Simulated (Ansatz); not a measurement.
# AlN (P6_3mc): the host for defect calculations

Before any defect goes in: AlN (P6_3mc) at rest, and how it screens a charge.

Main program and level: Ansatz 0.2.0; plane-wave PAW DFT, r2SCAN; relaxation of the host's cell and atoms; PAW set soft_1, in the first sound run; inputs show where later runs differ.

### 1. The starting structure

The structure is hexagonal, space group P6_3mc (No. 186). Conventional cell: a = 3.129 Å, b = 3.129 Å, c = 5.017 Å, α = 90.00°, β = 90.00°, γ = 120.00°. Nearest to Al lie 4 N at 1.90 to 1.91 Å. Nearest to N lie 4 Al at 1.90 to 1.91 Å. Farther neighbours and most contacts between anions are not listed.

### 2. Host cell relaxation

Lattice and positions are set free, within the symmetry that the program keeps.

Input file cell/input.yaml:

```yaml
crystal:
  lattice:
    - [3.1285881, 0.0, 0.0]
    - [-1.5642941, 2.7094368, 0.0]
    - [0.0, 0.0, 5.016955]
  atoms:
    - { symbol: Al, position: [0.66666667, 0.33333333, 0.499287] }
    - { symbol: Al, position: [0.33333333, 0.66666667, 0.999287] }
    - { symbol: "N", position: [0.66666667, 0.33333333, 0.880713] }
    - { symbol: "N", position: [0.33333333, 0.66666667, 0.380713] }
basis:
  ecutwfc: 500
  xc_grid: 2
hamiltonian:
  xc: r2scan
  pseudopotentials: { kind: paw, azcp: { folder: soft_1 } }
kpoints:
  mp_grid: { grid: [10, 10, 6] }
scf:
  occupations: { method: fixed }
  max_iter: 100
relax:
  f_tol: 0.005
  max_steps: 60
  cell: {}
output:
  forces: true
  stress: true
checkpoint:
  write: "../cell.run"
  compress: false
  write_wavefunctions: false
  write_every: 100000
```

Run with:

```bash
> ansatz run input.yaml --threads 4 --pin off --max-ram 7536MiB --backend cpu --events-out ev --progress --plain --runs-dir out
```

Numbers of over 12 decimals in the logs are rounded to 6 here.

The log of the run:

```text
[... repeated set-up lines and file paths are left out, and long positions are rounded to six places ...]
Engine: ansatz 0.2.0, aarch64-unknown-linux-gnu
Pseudopotentials: kind: paw
Pseudopotential: Al, paw, valence charge 3, recommended cutoff 500 eV (meta_gga), soft_1/Al.paw.azcp
Pseudopotential: N, paw, valence charge 5, recommended cutoff 500 eV (meta_gga), soft_1/N.paw.azcp
Functional definition: r2SCAN
  parameter k0 = 0.174
  parameter k1 = 0.065
  parameter a1 = 4.9479
  exchange = r2scan_x(k0 = k0, k1 = k1, a1 = a1)
  correlation = r2scan_c
Crystal: 4 atoms, lattice volume = 42.527 Å³
Basis set: ecut = 500 eV, 1087 PW (Γ), exchange–correlation on 48×48×80 points (8 copies of the dense FFT grid, shifted against one another)
Bands: 12, of which v1, the nominal top of the filled ones, is band 8 counted from 1 (7 counted from 0)
Symmetry: 12 space group operations
Space group: P63mc (ITA 186), of the structure as read, at distance tolerance 3.5e-5 Å
k-points: 56 of 600 (time reversal used)
Non-local potential: Al, projectors of the file, l = 0: 2, l = 1: 2, l = 2: 1
Non-local potential: N, projectors of the file, l = 0: 2, l = 1: 2, l = 2: 1
PAW form: soft (Blöchl's): semilocal exchange-correlation on the pseudo side does not see the compensation charge
PAW frozen core: Al, regenerated for the run's functional (the file was generated under x = pbe(κ = 0.804, μ = 0.219515), c = pbe(β = 0.066725))
PAW frozen core: N, regenerated for the run's functional (the file was generated under x = pbe(κ = 0.804, μ = 0.219515), c = pbe(β = 0.066725))
PAW one-centre angular grid: Al, 302 points (default); XC on 160 Gauss nodes
PAW one-centre angular grid: N, 302 points (default); XC on 160 Gauss nodes
Initial density: superposition of atomic densities (chi_scale 0.1, normalization cell, long waves kept (reshape's long-wave potential 0.00 eV rms))
Initial wavefunctions: pseudopotential atomic-orbital guess
Functional: x = r2scan, c = r2scan; τ floored in thin density (d = 2e-4 eV/Å³)
SCF iter   1: F=—  HF=-1858.952524 eV  |F-HF|=—  |Δ(HF+E_count)|=         —  Δρ=1.31e-1  dr2=9.16e0  dr2_τ=1.05e0  ethr=3.10e-3  ⟨swp⟩=5.2  Hψ=3606  notcnv=0  defer=87
preconditioner: auto → none  [insulator: Δε(μ)=5.484 eV  Ē_g=15.019 eV  n_scr=2 (ndim 8)  ℏωp=22.8 eV  f_vac=0.000  ε∞_Penn≈3.3]
SCF iter   2: F=—  HF=-1857.014172 eV  |F-HF|=—  |Δ(HF+E_count)|=    1.94e0  Δρ=6.48e-2  dr2=8.97e-1  dr2_τ=4.06e-1  ethr=3.10e-3  ⟨swp⟩=3.5  Hψ=2092  notcnv=0  defer=109
SCF iter   3: F=—  HF=-1856.951510 eV  |F-HF|=—  |Δ(HF+E_count)|=   6.27e-2  Δρ=2.37e-2  dr2=1.29e-1  dr2_τ=7.20e-3  ethr=3.10e-3  ⟨swp⟩=2.5  Hψ=1475  notcnv=0  defer=109
SCF iter   4: F=—  HF=-1856.959913 eV  |F-HF|=—  |Δ(HF+E_count)|=   8.40e-3  Δρ=1.53e-3  dr2=9.03e-4  dr2_τ=4.63e-5  ethr=8.04e-4  ⟨swp⟩=2.8  Hψ=1195  notcnv=0  defer=112
SCF iter   5: F=—  HF=-1856.959806 eV  |F-HF|=—  |Δ(HF+E_count)|=   1.07e-4  Δρ=3.77e-4  dr2=6.24e-5  dr2_τ=1.82e-6  ethr=5.65e-6  ⟨swp⟩=2.6  Hψ=1162  notcnv=0  defer=112
SCF iter   6: F=—  HF=-1856.959793 eV  |F-HF|=—  |Δ(HF+E_count)|=   1.29e-5  Δρ=1.64e-5  dr2=7.47e-8  dr2_τ=8.95e-9  ethr=6.25e-10  ⟨swp⟩=3.6  Hψ=2950  notcnv=0
SCF iter   7: F=-1856.959793 eV  HF=-1856.959793 eV  |F-HF|=2.65e-9  |Δ(HF+E_count)|=   5.48e-8  Δρ=2.70e-6  dr2=1.87e-9  dr2_τ=1.71e-10  ethr=4.67e-10  ⟨swp⟩=2.1  Hψ=2434  notcnv=0
SCF 1 converged in 7 iterations: F = -1856.959793 eV  dr2 = 1.87e-9
  greatest PAW one-centre occupation: 0.796 electrons in one spin orbital (limit 2), on the N atom at site 3 (counted from 0), in its partial waves of l = 0
relax step   1: F+E_penalty+E_count = -1856.95979273 eV  Δ(F+E_penalty+E_count) = +0.000e0 eV  max|allowed force component| = 4.258e-3 eV/Å  Δτ_max = 0.0000 Å  P = -4.418 GPa  Ω = 42.527 Å³  (7 SCF iters, dr2 threshold 1.00e-7 eV, accepted)
[... the SCF cycles and remarks between the steps are left out from here to the last step ...]
relax step   2: F+E_penalty+E_count = -1856.96989683 eV  Δ(F+E_penalty+E_count) = -1.010e-2 eV  max|allowed force component| = 6.255e-5 eV/Å  Δτ_max = 0.0001 Å  P = -2.143 GPa  Ω = 42.041 Å³  energy of the carried Pulay correction = +1.147e-4 eV  (5 SCF iters, dr2 threshold 4.00e-7 eV, accepted)
relax step   3: F+E_penalty+E_count = -1856.97293368 eV  Δ(F+E_penalty+E_count) = -3.037e-3 eV  max|allowed force component| = 2.536e-3 eV/Å  Δτ_max = 0.0002 Å  P = +0.069 GPa  Ω = 41.592 Å³  energy of the carried Pulay correction = +2.216e-4 eV  (5 SCF iters, dr2 threshold 4.00e-7 eV, accepted)
relax step   4: F+E_penalty+E_count = -1856.97293356 eV  Δ(F+E_penalty+E_count) = +1.133e-7 eV  max|allowed force component| = 1.323e-3 eV/Å  Δτ_max = 0.0000 Å  P = -0.002 GPa  Ω = 41.606 Å³  energy of the carried Pulay correction = +2.183e-4 eV  (4 SCF iters, dr2 threshold 1.46e-8 eV, accepted)
Initial wavefunctions: pseudopotential atomic-orbital guess (no wavefunctions were taken with the density)
iter 1 solved again at ethr=8.80e-9 eV; its pass at ethr=3.10e-3 eV (dr2=1.41e-6 eV) is discarded
SCF iter   1: F=—  HF=-1856.972709 eV  |F-HF|=—  |Δ(HF+E_count)|=         —  Δρ=3.45e-5  dr2=4.72e-8  dr2_τ=2.25e-7  ethr=8.80e-9  ⟨swp⟩=3.1  Hψ=5697  notcnv=0  defer=112
SCF iter   2: F=—  HF=-1856.972709 eV  |F-HF|=—  |Δ(HF+E_count)|=   1.93e-7  Δρ=1.74e-5  dr2=1.22e-8  dr2_τ=1.70e-8  ethr=2.95e-10  ⟨swp⟩=2.2  Hψ=1144  notcnv=0  defer=112
SCF iter   3: F=—  HF=-1856.972709 eV  |F-HF|=—  |Δ(HF+E_count)|=   5.57e-8  Δρ=2.90e-6  dr2=2.77e-9  dr2_τ=4.28e-10  ethr=7.61e-11  ⟨swp⟩=2.0  Hψ=1120  notcnv=0  defer=112
SCF iter   4: F=-1856.972709 eV  HF=-1856.972709 eV  |F-HF|=6.41e-11  |Δ(HF+E_count)|=  2.43e-10  Δρ=5.16e-7  dr2=2.41e-11  dr2_τ=1.29e-11  ethr=1.00e-12  ⟨swp⟩=3.0  Hψ=2784  notcnv=0
SCF 5 converged in 4 iterations: F = -1856.972709 eV  dr2 = 2.41e-11
relax step   5: F+E_penalty+E_count = -1856.97270898 eV  Δ(F+E_penalty+E_count) = +2.246e-4 eV  max|allowed force component| = 1.336e-3 eV/Å  Δτ_max = 0.0000 Å  P = +0.004 GPa  Ω = 41.606 Å³  stress off target by 7.96e-3 GPa  SCF on the basis re-selected at this cell (its energy is not comparable with the rows above)  (4 SCF iters)
basis re-selected at this cell: Δ(F+E_penalty+E_count) = +2.246e-4 eV, ΔP = +0.005 GPa vs the last step (what re-selecting the basis moved, of the pressure what is left beyond the Pulay correction that the steps carried, after the strain that the cell walked [...]
SCF converged after 4 iterations
Free energy (F): -1856.972709 eV
Harris-Foulkes:  -1856.972709 eV  (|F-HF|=6.41e-11)
Internal energy: -1856.972709 eV  (E = F + TS)
E sigma→0 (E₀):  -1856.972709 eV
Fermi energy:    6.923100 eV
--- Per-component energies (eV) ---
  E_band       = 23.045647
  E_kinetic    = 315.741450
  E_local      = -421.540063  (includes V_loc(G=0)·N_el)
  E_nonlocal   = 87.130116
  E_hartree    = 157.113542
  E_xc         = -192.672080
  E_vxc        = -235.884168  (∫ρ·V_xc dr)
  E_paw        = -1209.960141  (= ΣΔE_a)
  E_vpaw       = -49.210807  (= ΣTr[D̂ρ^β])
  E_aug_tail   = 0.000027  (compensation charges beyond the density's cutoff)
  E_vtau       = 12.581971  (kinetic-family band-sum trace: ∫τ·v_τ [+ j·A + Jᵃ·Aᵃ] dr)
  E_ewald      = -592.606214
  E_core_change = -0.179346  (= ΣΔE_core)
  E_smearing   = -0.000000  (= −TS)
  E_closure    = -0.000000  (closes the sum)
  Σ components = -1856.972709   (vs F -1856.972709, Δ=0.00e0)
--- Forces (eV/Å), atoms counted from 1 ---
  atom   1  Al    -0.00000000     0.00000000     0.00114213
  atom   2  Al     0.00000000    -0.00000000     0.00114213
  atom   3  N      0.00000000     0.00000000     0.00381379
  atom   4  N     -0.00000000    -0.00000000     0.00381379
  max |Σ_I F_I| component: 9.91e-3 eV/Å
--- Stress (GPa, compression-positive) ---
        0.001299      -0.000000       0.000000
       -0.000000       0.001299       0.000000
        0.000000       0.000000       0.007962
  P = ⅓ Tr σ = 0.0035 GPa (0.035 kbar)
--- Relaxed structure (4 steps of the walk, 4 accepted, 1 SCFs on fresh bases) ---
  F+E_penalty+E_count = -1856.97270898 eV   max|allowed force component| = 1.336e-3 eV/Å   (the final SCF, on the basis selected at the relaxed cell)
  cell:  # Å, volume = 41.6059 Å³
    - [3.106522, 2.8663907843624392e-8, 0]
    - [-1.553261, 2.690327, 0]
    - [0, 0, 4.978239]
  atoms:
    - { symbol: Al, position: [0.666667, 0.333333, 0.499203] }
    - { symbol: Al, position: [0.333333, 0.666667, 0.999203] }
    - { symbol: N, position: [0.666667, 0.333333, 0.880797] }
    - { symbol: N, position: [0.333333, 0.666667, 0.380797] }
```

Wall time 6.7 s (4 threads of Arm Neoverse V1, shared host); peak memory 0.35 GiB; 24 s of CPU time.

Step by step:

```csv
step,energy less that of the first step (eV),largest force component (eV/Å),pressure (GPa),volume (Å³)
1,0.0000,0.0043,-4.42,42.53
2,-0.0101,0.0001,-2.14,42.04
3,-0.0131,0.0025,0.07,41.59
4,-0.0131,0.0013,0.00,41.61
5*,-0.0129,0.0013,0.00,41.61
```

Relaxation steps marked * repeat the geometry before them on a plane-wave basis chosen anew for their cell, so energy and pressure can jump there.

The run keeps the 12 symmetry operations that it works with, so distortions that break them were not tested.

```csv
"conventional cell, symmetrised",before,after,change
a (Å),3.129,3.107,-0.7 %
b (Å),3.129,3.107,-0.7 %
c (Å),5.017,4.978,-0.8 %
volume (Å³/atom),10.63,10.40,-2.2 %
```

Final coordinates:

```xyz
4
Lattice="3.1065 0.0000 0.0000 -1.5533 2.6903 0.0000 0.0000 0.0000 4.9782" Properties=species:S:1:pos:R:3 pbc="T T T"
Al    1.5533    0.8968    2.4852
Al    0.0000    1.7936    4.9743
N     1.5533    0.8968    4.3848
N     0.0000    1.7936    1.8957
```

Numbers from this step:

```yaml
pressure: 0.003520 GPa
```

The relaxation ends with a largest force component of 0.0013 eV/Å and a pressure of 0.00 GPa.

### 3. Dielectric tensors of the host

The response to a uniform electric field gives the electronic dielectric tensor.

This step: plane-wave PAW DFPT, PBEsol; dielectric tensors, Born charges and zone-centre modes of the host; PAW set soft_1 (Ansatz 0.2.0).

Input file eps/input.yaml:

```yaml
crystal:
  lattice:
    - [3.1065218453, 2.87e-08, 0.0]
    - [-1.5532609475, 2.6903268211, 0.0]
    - [0.0, 0.0, 4.9782388595]
  atoms:
    - { symbol: Al, position: [0.6666666667, 0.3333333333, 0.4992033348] }
    - { symbol: Al, position: [0.3333333333, 0.6666666667, 0.9992033348] }
    - { symbol: "N", position: [0.6666666667, 0.3333333333, 0.8807966652] }
    - { symbol: "N", position: [0.3333333333, 0.6666666667, 0.3807966652] }
basis:
  ecutwfc: 420
hamiltonian:
  xc: pbesol
  pseudopotentials: { kind: paw, azcp: { folder: soft_1 }, xc_functional: pbe }
kpoints:
  mp_grid: { grid: [9, 9, 5] }
scf:
  occupations: { method: fixed }
  max_iter: 100
phonons:
  method: dfpt
  dielectric: true
  rigid_motions: translations
```

The log of the run:

```text
[...]
Crystal: 4 atoms, lattice volume = 41.606 Å³
Basis set: ecut = 420 eV, 809 PW (Γ), exchange–correlation on 48×48×72 points (8 copies of the dense FFT grid, shifted against one another)
Bands: 12, of which v1, the nominal top of the filled ones, is band 8 counted from 1 (7 counted from 0)
Symmetry: 12 space group operations
k-points: 115 of 405 (irreducible under 2 space group operations, time reversal used)
[...]
SCF iter   1: F=—  HF=-1814.660030 eV  |F-HF|=—  |Δ(HF+E_count)|=         —  Δρ=1.31e-1  dr2=8.80e0  ethr=3.10e-3  ⟨swp⟩=4.7  Hψ=7359  notcnv=0  defer=84
[...]
SCF iter   8: F=-1811.924516 eV  HF=-1811.924516 eV  |F-HF|=6.23e-11  |Δ(HF+E_count)|=  4.98e-10  Δρ=5.41e-7  dr2=8.80e-11  ethr=1.00e-12  ⟨swp⟩=7.0  Hψ=8135  notcnv=0
SCF 1 converged in 8 iterations: F = -1811.924516 eV  dr2 = 8.80e-11
[...]
NSCF: frozen V_eff on 6 k-points
DFPT response loops at Γ: preconditioner auto → none (the input reference at scf.mixing.eps_inf says where Resta's filter doesn't serve); β = 0.50; Broyden in place of MSR1
── the response to a field inside a basis, on 10×10×6 k-points: an SCF that follows is theirs, and a resumed run solves both again ──
Bands: 9, of which v1, the nominal top of the filled ones, is band 8 counted from 1 (7 counted from 0)
k-points: 90 of 600 (irreducible under 4 space group operations, time reversal used)
[...]
Eigensolver: Dense (90 Hₖ)
SCF iter   1: F=—  HF=-1811.924283 eV  |F-HF|=—  |Δ(HF+E_count)|=         —  Δρ=2.23e-4  dr2=3.08e-6  ethr=1.00e-1
[...]
SCF iter   4: F=-1811.924286 eV  HF=-1811.924286 eV  |F-HF|=1.09e-9  |Δ(HF+E_count)|=   2.92e-8  Δρ=3.40e-6  dr2=1.42e-9  ethr=1.97e-9
SCF 1 converged in 4 iterations: F = -1811.924286 eV  dr2 = 1.42e-9
[...]
SCF converged after 8 iterations
Free energy (F): -1811.924516 eV
[...]
Internal energy: -1811.924516 eV  (E = F + TS)
E sigma→0 (E₀):  -1811.924516 eV
Fermi energy:    7.084296 eV
[...]
--- Band table (eV; the first three rows and the last of 115) ---
  k-point 0: bands = [... 4 lower, 6.2226, 6.8736, 6.8736, 7.0843, 11.2380, 13.6951, 17.6190, 18.1598]
  k-point 1: bands = [... 4 lower, 6.2816, 6.2816, 6.8081, 6.8081, 11.9159, 13.7844, 17.3801, 18.1238]
  [... further k-points left out ...]
--- Phonons (Γ-DFPT): 4 representative perturbations + reference, on 115 of 405 k-points (Σ response iterations 12) ---
  k mesh reduced under 2 symmetry operations, with k and −k counted as one. Each operation leaves every solved perturbation unchanged. A smaller set is not considered because the run solves the response to a homogeneous field
  ASR residual: 2.301e-4 → 0.000e0 eV/Å²; symmetrization residual: 1.801e-4 eV/Å²
  ASR residual per site (eV/Å²): 2.30e-4 2.30e-4 5.99e-5 5.99e-5
  Γ frequencies (cm⁻¹): 0.00 0.00 0.00 234.35 234.35 545.90 612.61 657.30 657.30 668.09 668.09 717.83
  ε∞ (high-frequency dielectric tensor):
        4.485111    -0.000000    -0.000000
       -0.000000     4.485111     0.000000
       -0.000000     0.000000     4.717851
  ε⁰ (static dielectric tensor: ions relaxed, cell fixed):
        8.149226    -0.000000    -0.000000
       -0.000000     8.149226     0.000000
       -0.000000     0.000000     9.652194
  ε⁰ − ε∞ (ionic part):
        3.664115    -0.000000    -0.000000
       -0.000000     3.664115     0.000000
       -0.000000     0.000000     4.934342
  softest optical mode at Γ: 234.35 cm⁻¹; the repairs (sum rule, projections) moved no ω² at Γ by more than (6.65 cm⁻¹)²
  Born effective charges Z* (e; rows j = field, columns β = displacement):
    site 0:
         2.52493   -0.00000   -0.00000
        -0.00000    2.52493   -0.00000
         0.00000    0.00000    2.68672
    site 1:
         2.52493   -0.00000   -0.00000
        -0.00000    2.52493   -0.00000
         0.00000    0.00000    2.68672
    site 2:
        -2.52493    0.00000   -0.00000
         0.00000   -2.52493    0.00000
         0.00000   -0.00000   -2.68672
    site 3:
        -2.52493    0.00000    0.00000
         0.00000   -2.52493   -0.00000
        -0.00000   -0.00000   -2.68672
  Z* charge neutrality: 6.321e-4 e pre-enforcement
  solved inside a basis spanned on kpoints, on 10×10×6 k-points, its susceptibility summed on 16×16×10: ε∞ is read to err by 1.3e-2, Z* by 1.0e-2 e (field_mesh: kpoints solves on kpoints); Z* is corrected for what the basis lacks
  optical modes at Γ without the LO–TO term, one row a degenerate level:
      ω (cm⁻¹)  modes    IR ((D/Å)²/amu)
        234.35      2             0.0000
        545.90      1             0.0000
        612.61      1            36.1234
        657.30      2             0.0000
        668.09      2            63.8074
        717.83      1             0.0000
  optical modes at Γ + LO–TO along q̂ = [1.0000, 0.0000, 0.0000]:
      ω (cm⁻¹)  modes    IR ((D/Å)²/amu)
        234.35      2             0.0000
        545.90      1             0.0000
        612.61      1            36.1234
        657.30      2             0.0000
        668.09      1            31.9037
        717.83      1             0.0000
        900.55      1            31.9037
  optical modes at Γ + LO–TO along q̂ = [0.0000, 1.0000, 0.0000]:
      ω (cm⁻¹)  modes    IR ((D/Å)²/amu)
        234.35      2             0.0000
        545.90      1             0.0000
        612.61      1            36.1234
        657.30      2             0.0000
        668.09      1            31.9037
        717.83      1             0.0000
        900.55      1            31.9037
  optical modes at Γ + LO–TO along q̂ = [0.0000, 0.0000, 1.0000]:
      ω (cm⁻¹)  modes    IR ((D/Å)²/amu)
        234.35      2             0.0000
        545.90      1             0.0000
        657.30      2             0.0000
        668.09      2            63.8074
        717.83      1             0.0000
        876.24      1            36.1234
```

It took 24 s on 4 threads; peak memory 0.49 GiB.

Reading the cycles: dr2 is the Hartree energy of the density residual (eV), the measure of convergence; HF is the Harris–Foulkes estimate of the energy, which meets the free energy F at convergence.

Electronic dielectric tensor:

```
4.49 0.00 0.00
0.00 4.49 0.00
0.00 0.00 4.72
```

Static dielectric tensor:

```
8.15 0.00 0.00
0.00 8.15 0.00
0.00 0.00 9.65
```

The principal values of the electronic dielectric tensor are 4.49, 4.49 and 4.72. The principal values of the static dielectric tensor are 8.15, 8.15 and 9.65.

### 4. Primitive cell on a dense mesh

A dense mesh gives the host's converged energy, against which the supercell's sampling is tested.

This step: plane-wave PAW DFT, r2SCAN; single point of the host's primitive cell on a dense mesh; PAW set soft_1 (Ansatz 0.2.0).

Input file dense/input.yaml:

```yaml
crystal:
  lattice:
    - [3.1065218453, 2.87e-08, 0.0]
    - [-1.5532609475, 2.6903268211, 0.0]
    - [0.0, 0.0, 4.9782388595]
  atoms:
    - { symbol: Al, position: [0.6666666667, 0.3333333333, 0.4992033348] }
    - { symbol: Al, position: [0.3333333333, 0.6666666667, 0.9992033348] }
    - { symbol: "N", position: [0.6666666667, 0.3333333333, 0.8807966652] }
    - { symbol: "N", position: [0.3333333333, 0.6666666667, 0.3807966652] }
basis:
  ecutwfc: 500
  xc_grid: 2
hamiltonian:
  xc: r2scan
  pseudopotentials: { kind: paw, azcp: { folder: soft_1 } }
kpoints:
  mp_grid: { grid: [10, 10, 6] }
scf:
  occupations: { method: fermi_dirac, width: 0.01 }
  max_iter: 80
```

The log of the run:

```text
[...]
Crystal: 4 atoms, lattice volume = 41.606 Å³
Basis set: ecut = 500 eV, 1087 PW (Γ), exchange–correlation on 48×48×80 points (8 copies of the dense FFT grid, shifted against one another)
Bands: 12, of which v1, the nominal top of the filled ones, is band 8 counted from 1 (7 counted from 0)
Symmetry: 12 space group operations
[...]
k-points: 56 of 600 (time reversal used)
[...]
SCF iter   1: F=—  HF=-1859.030775 eV  |F-HF|=—  |Δ(HF+E_count)|=         —  Δρ=1.35e-1  dr2=9.34e0  dr2_τ=1.09e0  ethr=3.10e-3  ⟨swp⟩=6.1  Hψ=4404  notcnv=0
[...]
SCF iter   7: F=-1856.972709 eV  HF=-1856.972709 eV  |F-HF|=2.22e-9  |Δ(HF+E_count)|=   5.68e-8  Δρ=2.88e-6  dr2=2.52e-9  dr2_τ=1.52e-10  ethr=4.80e-10  ⟨swp⟩=1.0  Hψ=1938  notcnv=0
SCF 1 converged in 7 iterations: F = -1856.972709 eV  dr2 = 2.52e-9
[...]
SCF converged after 7 iterations
Free energy (F): -1856.972709 eV
[...]
Internal energy: -1856.972709 eV  (E = F + TS)
E sigma→0 (E₀):  -1856.972709 eV
Fermi energy:    9.359862 eV
[...]
```

Run time: 1.6 s. Hardware: 4 threads; peak memory 0.32 GiB; 6.1 s of CPU time.

(Part 1 of 3 ends here.)

[Logs are printed without paths, hosts, clocks, repeated set-up lines and the standing remarks that a program may print on its own settings, such as how far it seeks lower states.]

[Hosts, paths, dates, database ids (printed as entryN), source tags and the programs' standing remarks are cut or masked in the printed files.]

[Runs of the host that timed out are not shown.]

[For some hosts the program warned that the k-mesh of the response run may be too coarse for force constants and the static dielectric constant; such warnings are not always shown.]
